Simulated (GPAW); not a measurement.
# ZnS (Wurtzite-2H) (P6_3mc) in GPAW: reference runs

How does ZnS (Wurtzite-2H) come out in PBE? The cell is run as given.

Everything below comes from runs of GPAW 26.7.0. Logs are shortened: lines on timing, memory, paths and dates and some standing lists are left out, and cuts for length are marked. The log counts tension as positive stress, the text compression.

**The experiment to reproduce.**

A printed reference work, monograph reports, for a bulk crystal of ZnS at 4 K: band gap 3.911 eV (direct).

How close the calculation comes is told below.

## Step 1: The crystal as given

It takes space group P6_3mc (No. 186, hexagonal). Conventional cell: a = 3.811 Å, b = 3.811 Å, c = 6.234 Å, α = 90.00°, β = 90.00°, γ = 120.00°. Zn (site symmetry 3m) is surrounded by 4 S at 2.31 to 2.40 Å. Around S (site symmetry 3m) lie 4 Zn at 2.31 to 2.40 Å.

## Step 2: Single point, PBE

Contents of run.py:

```python
from ase import Atoms
from ase.dft.bandgap import bandgap
from ase.io import write
from ase.units import GPa
from gpaw import GPAW, PW

atoms = Atoms(['Zn', 'Zn', 'S', 'S'],
              cell=[[3.811, 0.0, 0.0],
                    [-1.9055, 3.3004228138, 0.0],
                    [0.0, 0.0, 6.234]],
              scaled_positions=[[0.6666666667, 0.3333333333, 0.5],
                                [0.3333333333, 0.6666666667, 0.0],
                                [0.6666666667, 0.3333333333, 0.885],
                                [0.3333333333, 0.6666666667, 0.385]],
              pbc=True)

calc = GPAW(mode=PW(600),
            xc='PBE',
            kpts={'size': (8, 8, 5), 'gamma': True},
            occupations={'name': 'fermi-dirac', 'width': 0.05},
            nbands=31,
            convergence={'density': 1e-05, 'energy': 1e-05},
            maxiter=150,
            txt='gpaw.txt')
atoms.calc = calc
energy = atoms.get_potential_energy()
forces = atoms.get_forces()
stress = atoms.get_stress()
calc.write('gs.gpw')
write('result.traj', atoms)
print(f'Energy: {energy:.6f} eV')
print('Forces (eV/A):')
print(forces.round(4))
print('Stress (GPa):', (stress / GPa).round(3))
print('Fermi level:', round(calc.get_fermi_level(), 4), 'eV')
print(f'Gap: {bandgap(calc)[0]:.4f} eV, direct: {bandgap(calc, direct=True)[0]:.4f} eV')
```

Potentials or basis: GPAW PAW data sets (gpaw-data 1.2.1), pw.

Launch:

```console
$ OMP_NUM_THREADS=1 python run.py
```

gpaw.txt:

```text
__  _  _
 | _ |_)|_||  |
 |__||  | ||/\| - 26.7.0

Input parameters:
  mode=PW(ecut=600.0),
  convergence={'density': 1e-05, 'energy': 1e-05},
  kpts=MonkhorstPack(size=(8, 8, 5), gamma=True),
  maxiter=150,
  nbands=31,
  occupations=Occupations(name='fermi-dirac', width=0.05),
  xc=XC(name='PBE')

Diagonalizing LCAO Hamiltonian
Converting LCAO to pw mode

            S

            Zn
        S

        Zn

Atoms  # Å, Bohr magnetons
|   | symbol |         x |        y |        z |    initial magnetic moments |
|---|--------|-----------|----------|----------|-----------------------------|
| 0 |     Zn |  1.905500 | 1.100141 | 3.117000 | ( 0.0000,  0.0000,  0.0000) |
| 1 |     Zn | -0.000000 | 2.200282 | 0.000000 | ( 0.0000,  0.0000,  0.0000) |
| 2 |      S |  1.905500 | 1.100141 | 5.517090 | ( 0.0000,  0.0000,  0.0000) |
| 3 |      S | -0.000000 | 2.200282 | 2.400090 | ( 0.0000,  0.0000,  0.0000) |

Unit cell  # Å
| periodic |         x |        y |        z |  lengths |     angles |
|----------|-----------|----------|----------|----------|------------|
|      yes |  3.811000 | 0.000000 | 0.000000 | 3.811000 |  90.000000 |
|      yes | -1.905500 | 3.300423 | 0.000000 | 3.811000 |  90.000000 |
|      yes |  0.000000 | 0.000000 | 6.234000 | 6.234000 | 120.000000 |

Number of symmetries: 6
Symmetry operations  # r_c * U_cc + t_c -> r_c
|   | kind |            matrix            |
|---|------|------------------------------|
| 0 |  σ   |  1, 1, 0,  0,-1, 0,  0, 0, 1 |
| 1 |  E   |  1, 0, 0,  0, 1, 0,  0, 0, 1 |
| 2 |  C3  |  0, 1, 0, -1,-1, 0,  0, 0, 1 |
| 3 |  σ   |  0,-1, 0, -1, 0, 0,  0, 0, 1 |
| 4 |  σ   | -1, 0, 0,  1, 1, 0,  0, 0, 1 |
| 5 |  C3  | -1,-1, 0,  1, 0, 0,  0, 0, 1 |

BZ-sampling:
  Number of BZ points: 320
  Number of IBZ points: 40

  Monkhorst-Pack size: [8, 8, 5]
  Monkhorst-Pack shift: [0.0625, 0.0625, 0.0]

K-points  # in reciprocal-cell coordinates
|     |                                coordinates |     weight |
|-----|--------------------------------------------|------------|
|   0 | (  0.00000000,   0.00000000,   0.00000000) | 0.00312500 |
|   1 | (  0.00000000,   0.00000000,   0.20000000) | 0.00625000 |
|   2 | (  0.00000000,   0.00000000,   0.40000000) | 0.00625000 |
|   3 | (  0.12500000,   0.00000000,  -0.40000000) | 0.01875000 |
|   4 | (  0.12500000,   0.00000000,  -0.20000000) | 0.01875000 |
|   5 | (  0.12500000,   0.00000000,   0.00000000) | 0.01875000 |
|   6 | (  0.12500000,   0.00000000,   0.20000000) | 0.01875000 |
|   7 | (  0.12500000,   0.00000000,   0.40000000) | 0.01875000 |
|   8 | (  0.25000000,  -0.12500000,   0.00000000) | 0.01875000 |
|   9 | (  0.25000000,  -0.12500000,   0.20000000) | 0.03750000 |
| ... |                                            |            |
|  39 | (  0.50000000,   0.50000000,   0.40000000) | 0.01875000 |

Plane wave coefficients: 2643
Cutoff: 600.0 eV

Spin-components: 1 (collinear spins)
Bands:           31
Projectors:      22
Spin-degeneracy: 2
Datatype:        complex128

Parallelization:
  kpt:    1
  domain: 1
  band:   1

Density:
  Valence electrons: 36.0
  Components: 1
  Grid points: [24 24 36]
  Charge: 0.0  # |e|

Potential:
  Grid points: [24 24 36]

species:
  Zn:
    name:    Zinc
    Z:       30.0
    valence: 12
    core:    18
    charge:  0.0  # [|e|]
    compensation charges:
      type: gauss
      rc: 0.37  # [Å]
      lmax: 2
    cutoffs:
      filter: 2.14  # [Å]
      core: 2.28  # [Å]
    projectors
    | kind |    occ | energy [eV] | rcut [Å] |
    |------|--------|-------------|----------|
    |   4s |  2.000 |      -5.977 |    1.286 |
    |   4p |  0.000 |      -1.117 |    1.270 |
    |   3d | 10.000 |     -10.142 |    1.180 |
    |    s |        |      21.234 |    1.286 |
    |    p |        |      26.095 |    1.270 |
    |    d |        |      17.070 |    1.180 |

    Using partial waves for Zn as LCAO basis

  S:
    name:    Sulfur
    Z:       16.0
    valence: 6
    core:    10
    charge:  0.0  # [|e|]
    compensation charges:
      type: gauss
      rc: 0.24  # [Å]
      lmax: 2
    cutoffs:
      filter: 1.77  # [Å]
      core: 1.66  # [Å]
    projectors
    | kind |    occ | energy [eV] | rcut [Å] |
    |------|--------|-------------|----------|
    |   3s |  2.000 |     -17.254 |    0.974 |
    |   3p |  4.000 |      -7.008 |    0.979 |
    |    s |        |       9.957 |    0.974 |
    |    p |        |      20.203 |    0.979 |
    |    d |        |       0.000 |    0.900 |

    Using partial waves for S as LCAO basis

Reference energy: -119437.893101  # eV

eigensolver:
  PPCG
  Converge bands: occupied
  niter=2

density mixing:
  MSR1-Mixer
  Pratt-step length: 0.05
  Maximum mixing coefficient: 0.75
  Old densities: 10
  SVD Regularization: 0.005
  Good broyden scale: 1.0
  Trust region scale: 1.0
  Backstep threshold: 4.0
  History deletion threshold: 6.0
  Fourier metric: weight=20.0, sigma=0.015

occupation numbers:
  Fermi-Dirac:
    width: 0.0500  # eV

poisson solver:
  ecut: 4800.0  # eV

xc functional:
  name: PBE with 2 nearest neighbor stencil

convergence criteria:
- Maximum integral of absolute [dens]ity change: 1e-05 electrons / valence electron
- Maximum [total energy] change in last 3 cyles: 1e-05 eV / valence electron
- Maximum integral of absolute [eigenst]ate change: 4e-08 eV^2 / valence electron
maximum number of iterations: 150

SCF iterations
|iter     | |      energy | eigst |  dens |
|---------|-|-------------|-------|-------|
|iter:   1| |  -14.537980 | +0.09 |       |
|iter:   2| |  -14.373602 | -1.53 | -1.18 |
|iter:   3| |  -13.800637 | -1.36 | -1.23 |
|iter:   4| |  -13.802975 | -2.51 | -1.80 |
|iter:   5| |  -13.806242 | -3.54 | -2.24 |
|iter:   6| |  -13.806150 | -4.16 | -2.99 |
|iter:   7| |  -13.806206c| -5.10 | -3.50 |
|iter:   8| |  -13.806221c| -5.96 | -3.85 |
|iter:   9| |  -13.806221c| -7.10 | -4.40 |
|iter:  10| |  -13.806221c| -7.44c| -5.02c|

Converged in 10 steps
Energy contributions relative to reference atoms: (reference = -119437.893101)

Energy contributions:
  Kinetic:          23.123397
  Coulomb:         -19.499429
  Zero:              0.108651
  External:          0.000000
  Xc:              -17.538839
  Entropy:          -0.000000
  Spinorbit:         0.000000
  ----------------------------
  Free energy:     -13.806221
  Extrapolated:    -13.806221

dipole moment: (0.000002, -0.000000, -7.474086)  # |e|*Ang

Fermi level: 4.766
Eigenvalues  # (at kpt = [0.000, 0.000, 0.000])
| band index |      eig [eV] | occ [0-2] |
|------------|---------------|-----------|
|          0 |        -9.374 |     2.000 |
|        ... |               |           |
|         10 |        -1.971 |     2.000 |
|         11 |        -1.813 |     2.000 |
|         12 |        -1.339 |     2.000 |
|         13 |         2.963 |     2.000 |
|         14 |         2.963 |     2.000 |
|         15 |         3.808 |     2.000 |
|         16 |         3.808 |     2.000 |
|         17 |         3.819 |     2.000 |
|         18 |         6.061 |     0.000 |
|         19 |         6.811 |     0.000 |
|         20 |        10.095 |     0.000 |
|         21 |        10.095 |     0.000 |
|         22 |        10.400 |     0.000 |
|         23 |        11.401 |     0.000 |
|         24 |        11.401 |     0.000 |
|         25 |        13.116 |     0.000 |
|        ... |               |           |
|         30 |        16.062 |     0.000 |

Gap: 2.242 eV
Transition (v -> c):
  (s=0, k=0, n=17, [0.00, 0.00, 0.00]) -> (s=0, k=0, n=18, [0.00, 0.00, 0.00])
No difference between direct/indirect transitions

Forces  # eV/Ang
|        x |        y |        z |
|----------|----------|----------|
|  0.00000 |  0.00000 |  0.32819 |  # Zn   0
| -0.00000 | -0.00000 |  0.32811 |  # Zn   1
| -0.00000 |  0.00000 | -0.32821 |  # S    2
|  0.00000 |  0.00000 | -0.32817 |  # S    3

Stress tensor  # eV/Ang^3
|         x |         y |         z |
|-----------|-----------|-----------|
| -0.019158 |  0.000000 |  0.000000 |
|  0.000000 | -0.019158 |  0.000000 |
|  0.000000 |  0.000000 | -0.005925 |

# Writing to gs.gpw (mode='')
```

Wall time 71 s (1 thread of Arm Neoverse V1, shared host); peak memory 0.23 GiB.

What came out:

| Property | Result |
| --- | --- |
| Free energy | -13.8062 eV |
| Pressure | 2.4 GPa |
| Largest force | 0.328 eV/Å |
| Band gap on the k mesh | 2.24 eV, direct |

Forces on the atoms (eV/Å):
```
Zn   0.000  0.000  0.328
Zn   0.000  0.000  0.328
S    0.000  0.000 -0.328
S    0.000  0.000 -0.328
```

Levels at points of the mesh, in eV from the valence-band top:
| k point | band 14 | band 15 | band 16 | band 17 | band 18 | band 19 | band 20 | band 21 | band 22 | band 23 |
| --- | --- | --- | --- | --- | --- | --- | --- | --- | --- | --- |
| (0.00, 0.00, 0.00) | -0.86 | -0.86 | -0.01 | -0.01 | 0.00 | 2.24 | 2.99 | 6.28 | 6.28 | 6.58 |
| (0.50, 0.50, 0.00) | -4.21 | -3.15 | -2.25 | -1.56 | -0.98 | 3.61 | 4.26 | 5.17 | 7.10 | 7.40 |

## Step 3: Comparison with measurements

Step 2. Against the measured gap of ZnS, 3.911 eV (direct; 4 K; a printed reference work, monograph), the calculated 2.24 eV is off by -1.67 eV. The value is that of PBE, without temperature or zero-point motion. Semilocal functionals fall short of measured gaps as a rule.
